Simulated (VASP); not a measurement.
Set up this calculation in VASP 6.6.1, as an ASE script.

- Task: density of states
- Functional: RPBE
- Dispersion: D4
- Potentials or basis: VASP PAW PBE potentials, release 54 (Si)
- Cutoff: 520 eV
- k mesh: 11 × 12 × 11
- Occupations: fermi-dirac, width 0.05 eV
- Spin: no spin polarisation
- Further INCAR settings: ALGO = Normal; EDIFF = 1.00e-07

The structure of Si lies in Si.cif:

```cif
data_Si
_cell_length_a 2.65190812
_cell_length_b 2.57602732
_cell_length_c 2.48561067
_cell_angle_alpha 91.09088546
_cell_angle_beta 88.66790452
_cell_angle_gamma 120.22087297
_space_group_name_H-M_alt 'P1'
_space_group_name_Hall 'P 1'
_space_group_IT_number 1
loop_
_space_group_symop_operation_xyz
'x,y,z'
loop_
_atom_site_label
_atom_site_type_symbol
_atom_site_symmetry_multiplicity
_atom_site_Wyckoff_symbol
_atom_site_fract_x
_atom_site_fract_y
_atom_site_fract_z
_atom_site_occupancy
Si1 Si 1 a 0.0199370000 0.0080470000 -0.0069810000 1
```

This isn't the form of Si at room conditions, which is diamond.

The cell isn't the ideal one: cell strained at random at fixed volume.

The input as run:

run.py

```python
from ase.calculators.vasp import Vasp
from ase.dft.dos import DOS
from ase.io import read

atoms = read('Si.cif')
calc = Vasp(
    directory='calc',
    xc='rpbe',
    pp='PBE',
    setups='recommended',
    pp_version='54',
    prec='Accurate',
    encut=520,
    ediff=1e-07,
    ismear=-1,
    sigma=0.05,
    lreal=False,
    lasph=True,
    nelm=60,
    algo='Normal',
    isif=2,
    lwave=False,
    lcharg=False,
    ivdw=13,
    lorbit=10,
    kpts=[11, 12, 11],
    gamma=True,
)
atoms.calc = calc

print('energy (eV):', atoms.get_potential_energy())
print('free energy (eV):', atoms.get_potential_energy(force_consistent=True))
print('forces (eV/A):')
print(atoms.get_forces())
print('stress (eV/A^3, Voigt):', atoms.get_stress())
print('Fermi level (eV):', calc.get_fermi_level())
dos = DOS(calc, width=0.1, window=(-10, 10), npts=301)
print('E - E_F (eV), DOS (1/eV)')
for e, g in zip(dos.get_energies(), dos.get_dos()):
    print(f'{e:8.3f} {g:10.4f}')
```

Potentials or basis: VASP PAW PBE potentials, release 54 (Si).

Run with:

```console
$ python run.py
```

Results of the run:

```
Pressure                                              : -5.1 GPa
Band gap on the k mesh                                : none (metal or under the smearing width)
Valence electrons inside the program's atomic spheres : Si 1.61
Dispersion energy per atom                            : -0.911 eV
```

Caveat: the PAW data sets were made with another functional, which shifts forces and pressure a little; pairwise dispersion overbinds metals, which lowers pressure and volume.

Wall time 37 s on 1 thread of AMD EPYC 7R13 Processor (Zen 3), on a shared host, peak memory 0.14 GiB.
